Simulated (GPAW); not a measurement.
# NiO (P-6m2) in GPAW: further runs

The runs below take NiO through single point, with r2SCAN+U, LDA+U.

Program: GPAW 26.7.0. These are calculated values, not measurements. Logs are shortened: lines on timing, memory, paths and dates and some standing lists are left out, and cuts for length are marked. The log counts tension as positive stress, the text compression.

### 1 The structure

It takes space group P-6m2 (No. 187, hexagonal). The conventional cell has a = 2.783 Å, b = 2.783 Å, c = 2.716 Å, α = 90.00°, β = 90.00°, γ = 120.00°. Ni (site symmetry -6m2) has 6 O at 2.10 Å as nearest neighbours. O (site symmetry -6m2) has 6 Ni at 2.10 Å as nearest neighbours.

Measurements of this composition are mostly on another form, of space group No. 225.

### 2 Single point, r2SCAN+U, collinear spin, ferromagnetic start

run.py

```python
from ase.dft.bandgap import bandgap
from ase.io import read, write
from ase.units import Bohr, GPa
from gpaw import GPAW, PW
from gpaw.elf import elf_from_dft_calculation

atoms = read('NiO.xyz')
atoms.set_initial_magnetic_moments([4.0, 0.0])

calc = GPAW(mode=PW(800),
            xc='MGGA_X_R2SCAN+MGGA_C_R2SCAN',
            kpts={'size': (8, 8, 7), 'gamma': True},
            occupations={'name': 'methfessel-paxton', 'order': 0, 'width': 0.05, 'fixmagmom': True},
            setups={'Ni': ':d,2.0'},
            nbands=22,
            convergence={'density': 1e-05, 'energy': 1e-05},
            maxiter=150,
            txt='gpaw.txt')
atoms.calc = calc
energy = atoms.get_potential_energy()
forces = atoms.get_forces()
stress = atoms.get_stress()
calc.write('gs.gpw')
write('result.traj', atoms)
print(f'Energy: {energy:.6f} eV')
print('Forces (eV/A):')
print(forces.round(4))
print('Stress (GPa):', (stress / GPa).round(3))
print('Moments:', calc.get_magnetic_moments().round(3))
print('Fermi levels:', calc.get_fermi_levels().round(4), 'eV')

# fields on the real-space grid
write('density.cube', atoms, data=calc.get_pseudo_density() * Bohr**3)
write('potential.cube', atoms, data=calc.get_electrostatic_potential())
write('spin.cube', atoms, data=(calc.get_pseudo_density(spin=0) - calc.get_pseudo_density(spin=1)) * Bohr**3)
write('elf.cube', atoms, data=elf_from_dft_calculation(calc).data)
```

NiO.xyz

```xyz
2
Lattice="2.7830607868 0.0000000000 0.0000000000 -1.3915303934 2.4102013417 0.0000000000 0.0000000000 0.0000000000 2.7161294400" Properties=species:S:1:pos:R:3 pbc="T T T"
Ni     0.0000000000      0.0000000000      0.0000000000
O      1.3915303935      0.8034004472      1.3580647200
```

Potentials or basis: GPAW PAW data sets (gpaw-data 1.2.1), pw.

The run is started by

```console
$ OMP_NUM_THREADS=1 python run.py
```

gpaw.txt:

```text
__  _  _
 | _ |_)|_||  |
 |__||  | ||/\| - 26.7.0

Input parameters:
  mode=PW(ecut=800.0),
  convergence={'density': 1e-05, 'energy': 1e-05},
  kpts=MonkhorstPack(size=(8, 8, 7), gamma=True),
  maxiter=150,
  nbands=22,
  occupations=Occupations(name='methfessel-paxton', order=0, width=0.05, fixmagmom=True),
  setups={'Ni': ':d,2.0'},
  xc=XC(name='MGGA_X_R2SCAN+MGGA_C_R2SCAN')

Diagonalizing LCAO Hamiltonian
Converting LCAO to pw mode

           O

       Ni

Atoms  # Å, Bohr magnetons
|   | symbol |        x |        y |        z |    initial magnetic moments |
|---|--------|----------|----------|----------|-----------------------------|
| 0 |     Ni | 0.000000 | 0.000000 | 0.000000 | ( 0.0000,  0.0000,  4.0000) |
| 1 |      O | 1.391530 | 0.803400 | 1.358065 | ( 0.0000,  0.0000,  0.0000) |

Unit cell  # Å
| periodic |         x |        y |        z |  lengths |     angles |
|----------|-----------|----------|----------|----------|------------|
|      yes |  2.783061 | 0.000000 | 0.000000 | 2.783061 |  90.000000 |
|      yes | -1.391530 | 2.410201 | 0.000000 | 2.783061 |  90.000000 |
|      yes |  0.000000 | 0.000000 | 2.716129 | 2.716129 | 120.000000 |

Number of symmetries: 12
Symmetry operations  # r_c * U_cc + t_c -> r_c
|    | kind |            matrix            |
|----|------|------------------------------|
|  0 |  σ   |  1, 1, 0,  0,-1, 0,  0, 0, 1 |
|  1 |  C2  |  1, 1, 0,  0,-1, 0,  0, 0,-1 |
|  2 |  E   |  1, 0, 0,  0, 1, 0,  0, 0, 1 |
|  3 |  σ   |  1, 0, 0,  0, 1, 0,  0, 0,-1 |
|  4 |  C3  |  0, 1, 0, -1,-1, 0,  0, 0, 1 |
|  5 |  S3  |  0, 1, 0, -1,-1, 0,  0, 0,-1 |
|  6 |  σ   |  0,-1, 0, -1, 0, 0,  0, 0, 1 |
|  7 |  C2  |  0,-1, 0, -1, 0, 0,  0, 0,-1 |
|  8 |  σ   | -1, 0, 0,  1, 1, 0,  0, 0, 1 |
|  9 |  C2  | -1, 0, 0,  1, 1, 0,  0, 0,-1 |
| 10 |  C3  | -1,-1, 0,  1, 0, 0,  0, 0, 1 |
| 11 |  S3  | -1,-1, 0,  1, 0, 0,  0, 0,-1 |

BZ-sampling:
  Number of BZ points: 448
  Number of IBZ points: 40

  Monkhorst-Pack size: [8, 8, 7]
  Monkhorst-Pack shift: [0.0625, 0.0625, 0.0]

K-points  # in reciprocal-cell coordinates
|     |                                coordinates |     weight |
|-----|--------------------------------------------|------------|
|   0 | (  0.00000000,   0.00000000,   0.00000000) | 0.00223214 |
|   1 | (  0.00000000,   0.00000000,   0.14285714) | 0.00446429 |
|   2 | (  0.00000000,   0.00000000,   0.28571429) | 0.00446429 |
|   3 | (  0.00000000,   0.00000000,   0.42857143) | 0.00446429 |
|   4 | (  0.12500000,   0.00000000,   0.00000000) | 0.01339286 |
|   5 | (  0.12500000,   0.00000000,   0.14285714) | 0.02678571 |
|   6 | (  0.12500000,   0.00000000,   0.28571429) | 0.02678571 |
|   7 | (  0.12500000,   0.00000000,   0.42857143) | 0.02678571 |
|   8 | (  0.25000000,  -0.12500000,   0.00000000) | 0.01339286 |
|   9 | (  0.25000000,  -0.12500000,   0.14285714) | 0.02678571 |
| ... |                                            |            |
|  39 | (  0.50000000,   0.50000000,   0.42857143) | 0.01339286 |

Plane wave coefficients: 949
Cutoff: 800.0 eV

Spin-components: 2 (collinear spins)
Bands:           22
Projectors:      11
Spin-degeneracy: 1
Datatype:        complex128

Parallelization:
  kpt:    1
  domain: 1
  band:   1

Density:
  Valence electrons: 22.0
  Components: 2
  Grid points: [20 20 18]
  Charge: 0.0  # |e|

Potential:
  Grid points: [20 20 18]

species:
  Ni:
    name:    Nickel
    Z:       28.0
    valence: 16
    core:    12
    charge:  0.0  # [|e|]
    Hubbard: {U: 2.0,  # eV
              l: 2,
              scale: True}
    compensation charges:
      type: gauss
      rc: 0.36  # [Å]
      lmax: 2
    cutoffs:
      filter: 2.14  # [Å]
      core: 1.98  # [Å]
    projectors
    | kind |    occ | energy [eV] | rcut [Å] |
    |------|--------|-------------|----------|
    |   4s |  2.000 |      -5.642 |    1.164 |
    |   3p |  6.000 |     -71.394 |    1.207 |
    |   4p |  0.000 |      -1.226 |    1.207 |
    |   3d |  8.000 |      -8.875 |    1.138 |
    |    s |        |      21.570 |    1.164 |
    |    d |        |      18.337 |    1.138 |

    Using partial waves for Ni as LCAO basis

  O:
    name:    Oxygen
    Z:       8.0
    valence: 6
    core:    2
    charge:  0.0  # [|e|]
    compensation charges:
      type: gauss
      rc: 0.21  # [Å]
      lmax: 2
    cutoffs:
      filter: 1.17  # [Å]
      core: 0.83  # [Å]
    projectors
    | kind |    occ | energy [eV] | rcut [Å] |
    |------|--------|-------------|----------|
    |   2s |  2.000 |     -23.961 |    0.688 |
    |   2p |  4.000 |      -9.029 |    0.598 |
    |    s |        |       3.251 |    0.688 |
    |    p |        |      18.182 |    0.598 |
    |    d |        |       0.000 |    0.619 |

    Using partial waves for O as LCAO basis

Reference energy: -43408.850748  # eV

eigensolver:
  PPCG
  Converge bands: occupied
  niter=2

density mixing:
  MSR1-Mixer
  Pratt-step length: 0.05
  Maximum mixing coefficient: 0.75
  Old densities: 10
  SVD Regularization: 0.005
  Good broyden scale: 1.0
  Trust region scale: 1.0
  Backstep threshold: 4.0
  History deletion threshold: 6.0
  Fourier metric: weight=20.0, sigma=0.015

occupation numbers:
  Fixed magnetic moment: 4.000
  Methfessel-Paxton:
    width: 0.0500  # eV
    order: 0

poisson solver:
  ecut: 6400.0  # eV

xc functional:
  name: MGGA_X_R2SCAN+MGGA_C_R2SCAN with 2 nearest neighbor stencil

convergence criteria:
- Maximum integral of absolute [dens]ity change: 1e-05 electrons / valence electron
- Maximum [total energy] change in last 3 cyles: 1e-05 eV / valence electron
- Maximum integral of absolute [eigenst]ate change: 4e-08 eV^2 / valence electron
maximum number of iterations: 150

SCF iterations
|iter     | |      energy | eigst |  dens |  magmom |
|---------|-|-------------|-------|-------|---------|
|iter:   1| |  -37.470006 | +0.37 |       |  +3.8763|
|iter:   2| |  -24.990520 | -1.07 | -0.31 |  +3.8825|
|iter:   3| |  -21.515300 | -0.79 | -0.37 |  +3.9418|
|iter:   4| |  -12.412552 | -1.17 | -0.63 |  +3.9552|
|iter:   5| |  -12.625343 | -2.11 | -1.09 |  +3.9720|
|iter:   6| |  -12.804258 | -2.64 | -1.42 |  +3.9854|
|iter:   7| |  -13.044013 | -2.39 | -1.45 |  +4.0059|
|iter:   8| |  -13.081013 | -3.61 | -1.90 |  +4.0042|
|iter:   9| |  -13.131677 | -3.82 | -2.21 |  +4.0003|
|iter:  10| |  -13.145082 | -3.60 | -2.11 |  +3.9991|
|iter:  11| |  -13.145730 | -4.77 | -2.70 |  +3.9996|
|iter:  12| |  -13.146210 | -5.27 | -3.13 |  +3.9999|
|iter:  13| |  -13.146206 | -6.67 | -3.93 |  +4.0000|
|iter:  14| |  -13.146207c| -7.79c| -4.30 |  +4.0000|
|iter:  15| |  -13.146206c| -7.59c| -4.76 |  +4.0000|
|iter:  16| |  -13.146207c| -7.87c| -4.95 |  +4.0000|
|iter:  17| |  -13.146207c| -9.24c| -6.13c|  +4.0000|

Converged in 17 steps
Energy contributions relative to reference atoms: (reference = -43408.850748)

Energy contributions:
  Kinetic:          34.860099
  Coulomb:         -25.288695
  Zero:              0.236381
  External:          0.000000
  Xc:              -22.952974
  Entropy:          -0.002036
  Spinorbit:         0.000000
  ----------------------------
  Free energy:     -13.147225
  Extrapolated:    -13.146207

dipole moment: (-2.358407, -5.483673, -5.785633)  # |e|*Ang

Total magnetic moment: (0.000000, 0.000000, 4.000000)

Local magnetic moments
|        x |        y |        z |
|----------|----------|----------|
| 0.000000 | 0.000000 | 2.569287 |  # Ni   0
| 0.000000 | 0.000000 | 0.776806 |  # O    1

Fermi levels: 15.070, 5.945
Eigenvalues  # (at kpt = [0.000, 0.000, 0.000])
| band index |      eig [eV] | occ [0-1] |      eig [eV] | occ [0-1] |
|------------|---------------|-----------|---------------|-----------|
|          0 |       -62.899 |     1.000 |       -58.853 |     1.000 |
|        ... |               |           |               |           |
|          3 |       -14.466 |     1.000 |       -12.535 |     1.000 |
|          4 |         0.450 |     1.000 |         2.135 |     1.000 |
|          5 |         0.453 |     1.000 |         3.590 |     1.000 |
|          6 |         0.521 |     1.000 |         3.626 |     1.000 |
|          7 |         0.875 |     1.000 |         5.525 |     1.000 |
|          8 |         0.875 |     1.000 |         7.579 |     0.000 |
|          9 |         3.287 |     1.000 |         7.579 |     0.000 |
|         10 |         5.075 |     1.000 |         8.082 |     0.000 |
|         11 |         5.075 |     1.000 |         8.104 |     0.000 |
|         12 |         7.639 |     1.000 |        10.665 |     0.000 |
|         13 |        22.869 |     0.000 |        23.480 |     0.000 |
|         14 |        24.616 |     0.000 |        25.930 |     0.000 |
|         15 |        24.617 |     0.000 |        25.931 |     0.000 |
|         16 |        26.618 |     0.000 |        29.119 |     0.000 |
|         17 |        28.829 |     0.000 |        30.619 |     0.000 |
|        ... |               |           |               |           |
|         21 |        40.525 |     0.000 |        41.103 |     0.000 |

No gap
No difference between direct/indirect transitions

Forces  # eV/Ang
|        x |       y |       z |
|----------|---------|---------|
|  0.00000 | 0.00000 | 0.00000 |  # Ni   0
| -0.00000 | 0.00000 | 0.00000 |  # O    1

Stress tensor  # eV/Ang^3
|         x |         y |         z |
|-----------|-----------|-----------|
| -0.260149 | -0.000000 |  0.000000 |
| -0.000000 | -0.260149 |  0.000000 |
|  0.000000 |  0.000000 | -0.478910 |

# Writing to gs.gpw (mode='')
```

Run time: 1.8 min. Hardware: 1 thread of Arm Neoverse V2, shared host; peak memory 0.26 GiB.

Results:

- Free energy: -13.1472 eV
- Pressure: 53.4 GPa
- Net moment: 4.00 μB per cell
- Site moments: Ni +2.57; O +0.78 μB

Caveat: the gap line of the log is wrong at fixed moment; the stock nickel data set gives pressures a few GPa off other programs; a pressure of tens of GPa on the cell as given is suspect, and the run, the potentials or the cell itself is likely at fault; the PAW data sets were made with another functional, which shifts forces and pressure a little; the total moment is fixed, so each spin has its own Fermi level; a cell with one magnetic atom can't hold antiferromagnetic order, which such compounds often take. The state reached can hang on the start; a lower one may exist.

### 3 Single point, r2SCAN+U, collinear spin, zero start

run.py

```python
from ase import Atoms
from ase.dft.bandgap import bandgap
from ase.io import write
from ase.units import GPa
from gpaw import GPAW, PW

atoms = Atoms(['Ni', 'O'],
              cell=[[2.7830607868, 0.0, 0.0],
                    [-1.3915303934, 2.4102013417, 0.0],
                    [0.0, 0.0, 2.71612944]],
              scaled_positions=[[0.0, 0.0, 0.0],
                                [0.6666666667, 0.3333333333, 0.5]],
              pbc=True)
atoms.set_initial_magnetic_moments([0.0, 0.0])

calc = GPAW(mode=PW(800),
            xc='MGGA_X_R2SCAN+MGGA_C_R2SCAN',
            kpts={'size': (8, 8, 7), 'gamma': True},
            occupations={'name': 'methfessel-paxton', 'order': 0, 'width': 0.05},
            setups={'Ni': ':d,3.0'},
            spinpol=True,
            nbands=22,
            convergence={'density': 1e-05, 'energy': 1e-05},
            maxiter=150,
            txt='gpaw.txt')
atoms.calc = calc
energy = atoms.get_potential_energy()
forces = atoms.get_forces()
stress = atoms.get_stress()
calc.write('gs.gpw')
write('result.traj', atoms)
print(f'Energy: {energy:.6f} eV')
print('Forces (eV/A):')
print(forces.round(4))
print('Stress (GPa):', (stress / GPa).round(3))
print('Moments:', calc.get_magnetic_moments().round(3))
print('Fermi level:', round(calc.get_fermi_level(), 4), 'eV')
print(f'Gap: {bandgap(calc)[0]:.4f} eV, direct: {bandgap(calc, direct=True)[0]:.4f} eV')
```

Potentials or basis: GPAW PAW data sets (gpaw-data 1.2.1), pw.

The run is started by

```console
$ OMP_NUM_THREADS=1 python run.py
```

Wall time 1.8 min (1 thread of Arm Neoverse V2, shared host); peak memory 0.26 GiB.

Results (log left out):

* Free energy: -17.9103 eV
* Pressure: -5.7 GPa
* Band gap on the k mesh: none (metal or under the smearing width)
* Net moment: 0.00 μB per cell

Stress tensor (GPa, compression positive):
```
-4.34  0.00  0.00
 0.00 -4.34  0.00
 0.00  0.00 -8.31
```

Levels at points of the mesh, in eV from the Fermi level:
Spin up:
```tsv
k point	band 7	band 8	band 9	band 10	band 11	band 12	band 13	band 14	band 15	band 16
(0.00, 0.00, 0.00)	-4.00	-3.57	-0.81	-0.81	-0.20	-0.19	1.98	16.10	18.14	18.14
(0.50, 0.50, 0.00)	-3.83	-3.49	-1.29	-0.99	-0.97	0.87	6.99	10.27	16.47	19.15
```
Spin down:
| k point | band 9 | band 10 | band 11 | band 12 | band 13 | band 14 |
| --- | --- | --- | --- | --- | --- | --- |
| (0.00, 0.00, 0.00) | -0.81 | -0.81 | -0.20 | -0.19 | 1.98 | 16.10 |
| (0.50, 0.50, 0.00) | -1.29 | -0.99 | -0.97 | 0.87 | 6.99 | 10.27 |

Caveat: the stock nickel data set gives pressures a few GPa off other programs; the run has no moments, though such compounds are often magnetic; a magnetic state may lie lower; the PAW data sets were made with another functional, which shifts forces and pressure a little.

### 4 Single point, LDA+U, collinear spin, zero start

Changes to run.py since step 3:

```diff
@@ -3,4 +3,5 @@
 from ase.io import write
-from ase.units import GPa
+from ase.units import Bohr, GPa
 from gpaw import GPAW, PW
+from gpaw.elf import elf_from_dft_calculation
 
@@ -16,6 +17,6 @@
 calc = GPAW(mode=PW(800),
-            xc='MGGA_X_R2SCAN+MGGA_C_R2SCAN',
+            xc='LDA',
             kpts={'size': (8, 8, 7), 'gamma': True},
             occupations={'name': 'methfessel-paxton', 'order': 0, 'width': 0.05},
-            setups={'Ni': ':d,3.0'},
+            setups={'Ni': ':d,7.0'},
             spinpol=True,
@@ -38 +39,7 @@
 print(f'Gap: {bandgap(calc)[0]:.4f} eV, direct: {bandgap(calc, direct=True)[0]:.4f} eV')
+
+# fields on the real-space grid
+write('density.cube', atoms, data=calc.get_pseudo_density() * Bohr**3)
+write('potential.cube', atoms, data=calc.get_electrostatic_potential())
+write('spin.cube', atoms, data=(calc.get_pseudo_density(spin=0) - calc.get_pseudo_density(spin=1)) * Bohr**3)
+write('elf.cube', atoms, data=elf_from_dft_calculation(calc).data)
```

Potentials or basis: the program's PAW data sets (release 1.2.1) made for this functional, pw.

The run is started by

```console
$ OMP_NUM_THREADS=1 python run.py
```

It took 30 s on 1 thread of Arm Neoverse V2, shared host; peak memory 0.16 GiB.

It converged, with:

| Property | Result |
| --- | --- |
| Free energy | -11.0576 eV |
| Pressure | -20.0 GPa |
| Band gap on the k mesh | none (metal or under the smearing width) |
| Net moment | 0.00 μB per cell |

Stress tensor (GPa, compression positive):
```
-17.70   0.00   0.00
  0.00 -17.70   0.00
  0.00   0.00 -24.51
```

Levels at points of the mesh, in eV from the Fermi level:
Spin up:
```
           k point  band 9  band 10  band 11  band 12  band 13  band 14
(0.00, 0.00, 0.00)   -0.80    -0.80    -0.37    -0.37     1.95    15.24
(0.50, 0.50, 0.00)   -1.87    -1.61    -0.97     0.96     6.74     9.81
```
Spin down:
```csv
k point,band 7,band 8,band 9,band 10,band 11,band 12,band 13,band 14,band 15,band 16
"(0.00, 0.00, 0.00)",-4.52,-3.11,-0.80,-0.80,-0.37,-0.37,1.95,15.24,17.52,17.52
"(0.50, 0.50, 0.00)",-4.18,-3.45,-1.87,-1.61,-0.97,0.96,6.74,9.81,15.63,18.48
```

Caveat: the stock nickel data set gives pressures a few GPa off other programs; the run has no moments, though such compounds are often magnetic; a magnetic state may lie lower.

### 5 Overview

| level | potentials or basis | spin | U | fixed moment (μB) | gap on the mesh (eV) | pressure (GPa) | moment (μB) |
| --- | --- | --- | --- | --- | --- | --- | --- |
| r2SCAN+U | GPAW PAW data sets (gpaw-data 1.2.1), pw | collinear, ferromagnetic start | Ni d U = 2 eV | 4.0 | - | 53.4 | 4.00 |
| r2SCAN+U | GPAW PAW data sets (gpaw-data 1.2.1), pw | collinear, zero start | Ni d U = 3 eV | - | none | -5.7 | 0.00 |
| LDA+U | the program's PAW data sets (release 1.2.1) made for this functional, pw | collinear, zero start | Ni d U = 7 eV | - | none | -20.0 | 0.00 |

Alike in all rows: task single point; cell as given; k mesh 8 × 8 × 7; cutoff (eV) 800; smearing gaussian 0.05 eV.

Caveats: the stock nickel data set gives pressures a few GPa off other programs; the PAW data sets were made with another functional, which shifts forces and pressure a little (some runs); the run has no moments, though such compounds are often magnetic (some runs); a magnetic state may lie lower (some runs); a pressure of tens of GPa on the cell as given is suspect, and the run, the potentials or the cell itself is likely at fault (some runs); the total moment is fixed, so each spin has its own Fermi level (some runs); a cell with one magnetic atom can't hold antiferromagnetic order, which such compounds often take (some runs).

Absolute energies hang on the potentials; compare differences alone.
